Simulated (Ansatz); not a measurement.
# Te: the cost of one run

Method: DFT r2SCAN, scalar-relativistic, plane waves, PAW, in Ansatz 0.2.0.

**1. The structure to begin with**

It takes space group Pm-3m (No. 221, cubic). The conventional cell has a = 3.269 Å, b = 3.269 Å, c = 3.269 Å, α = 90.00°, β = 90.00°, γ = 90.00°. Te (site symmetry m-3m) has 6 Te at 3.27 Å as nearest neighbours.

As a file:

```cif
data_structure
_symmetry_space_group_name_H-M 'Pm-3m'
_symmetry_Int_Tables_number 221
_cell_length_a 3.2688
_cell_length_b 3.2688
_cell_length_c 3.2688
_cell_angle_alpha 90.000
_cell_angle_beta 90.000
_cell_angle_gamma 90.000
_cell_volume 34.93
loop_
_atom_site_label
_atom_site_type_symbol
_atom_site_symmetry_multiplicity
_atom_site_Wyckoff_symbol
_atom_site_fract_x
_atom_site_fract_y
_atom_site_fract_z
_atom_site_occupancy
Te1 Te 1 a 0.00000 0.00000 0.00000 1
```

This is candidate A: simple cubic type (Pm-3m, No. 221).

(A quick probe on a coarse mesh, which set the mesh and smearing, is not shown.)

**3. Relaxing cell and atoms (candidate A)**

Contents of input.yaml:

```yaml
crystal:
  lattice:
    - [3.2687737842, 0.0, 0.0]
    - [0.0, 3.2687737842, 0.0]
    - [0.0, 0.0, 3.2687737842]
  atoms:
    - { symbol: Te, position: [0.0, 0.0, 0.0] }
basis:
  ecutwfc: 500
kpoints:
  mp_grid: { grid: [18, 18, 18] }
hamiltonian:
  xc: r2scan
scf:
  occupations: { method: gaussian, width: 0.1 }
output:
  forces: true
  stress: true
  eigenvalues: true
relax:
  adjacent_minimum: "off"
  f_tol: 0.01
  max_steps: 80
  cell: { stress_tol: 0.05 }
```

**Question.** How long does this run take on 1 thread of an x86-64 CPU, shared host, and how much memory does it need?

About 25 s, with a peak of 0.56 GiB.
